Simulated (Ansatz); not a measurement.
The system is PbO.

```xyz
8
Lattice="5.8760 0.0000 0.0000 0.0000 5.4760 0.0000 0.0000 0.0000 4.7430" Properties=species:S:1:pos:R:3 pbc="T T T"
Pb    4.5186    2.8147    1.1858
Pb    1.3574    2.6613    3.5573
Pb    4.5186    5.3993    3.5573
Pb    1.3574    0.0767    1.1858
O     0.7756    3.1870    1.1858
O     5.1004    2.2890    3.5573
O     0.7756    5.0270    3.5573
O     5.1004    0.4490    1.1858
```

Base run:

```yaml
Program: Ansatz 0.2.0
Functional: LDA
Potentials_or_basis: Ansatz PAW
Cutoff: "420 eV (not typed: the program's choice for these potentials)"
k_mesh: 5 × 5 × 6
Occupations: fermi-dirac, width 0.05 eV
Spin: spin-orbit coupling, no magnetisation
```

Its results: band gap on the k mesh 1.80 eV, indirect (least direct gap 1.99 eV); pressure -4.9 GPa; largest force 1.061 eV/Å.

Task: The run is repeated on the same cell with these changes: functional from LDA to PBEsol. What comes out?

Result: Band gap on the k mesh 1.80 eV, indirect (least direct gap 1.99 eV); pressure -2.0 GPa; largest force 0.932 eV/Å.

PBEsol binds less tightly than LDA, so the same cell stands under more pressure.

Caveats: the cell's inner coordinates are idealised or old, which leaves forces on the atoms; the PAW data sets come from PBE, with cores solved anew for the run's functional, which leaves a small shift of forces and pressure.
